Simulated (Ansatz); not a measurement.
Zone-centre phonons of PbS at 3.5 GPa: input and output

Computed with Ansatz, DFT PBEsol, scalar-relativistic, plane waves, PAW.

Launched with:
```bash
ansatz run input.yaml --threads 1 --pin off --max-ram 1228MiB --backend cpu --events-out ev --progress --plain --runs-dir out
```

Input (bare energies are in eV):
```yaml
crystal:
  lattice:
    - [3.5191, 0.0, 0.0]
    - [0.0, 3.5191, 0.0]
    - [0.0, 0.0, 3.5191]
  atoms:
    - { symbol: Pb, position: [0.0, 0.0, 0.0] }
    - { symbol: S, position: [0.5, 0.5, 0.5] }
basis:
  ecutwfc: 420
kpoints:
  mp_grid: { grid: [12, 12, 12] }
hamiltonian:
  xc: pbesol
scf:
  occupations: { method: fermi_dirac, width: 0.15 }
output:
  eigenvalues: true
phonons:
  method: dfpt
  eigenvectors: true
```

Results section of the output:
```
--- Phonons (Γ-DFPT): 2 representative perturbations + reference, on 196 of 1728 k-points (Σ response iterations 6) ---
  k mesh reduced under 8 symmetry operations, with k and −k counted as one. Each operation leaves every solved perturbation unchanged. A smaller set is not used because it would not reduce the number of displacements ...
  ASR residual: 8.966e-5 → 0.000e0 eV/Å²; symmetrization residual: 8.984e-6 eV/Å²
  ASR residual per site (eV/Å²): 1.27e-5 8.97e-5
  Γ frequencies (cm⁻¹): -39.36 -39.36 -39.36 0.00 0.00 0.00
  non-analytic LO–TO correction: not included (Born effective charges unavailable; polar crystals: no LO–TO splitting at Γ)
```

The run took 27 s on 1 thread of Arm Neoverse V2 (shared host), peak memory 0.62 GiB.

Its imaginary modes show that this cell, the ideal cubic caesium chloride prototype, isn't a minimum of the energy. In a metal, frequencies and elastic constants depend on the k mesh and the smearing, soft modes and shear constants most. Spin–orbit coupling is left out, which matters for heavy elements. A semilocal functional can close a gap that the real compound has.

Negative frequencies stand for imaginary ones: the cell is unstable against these modes.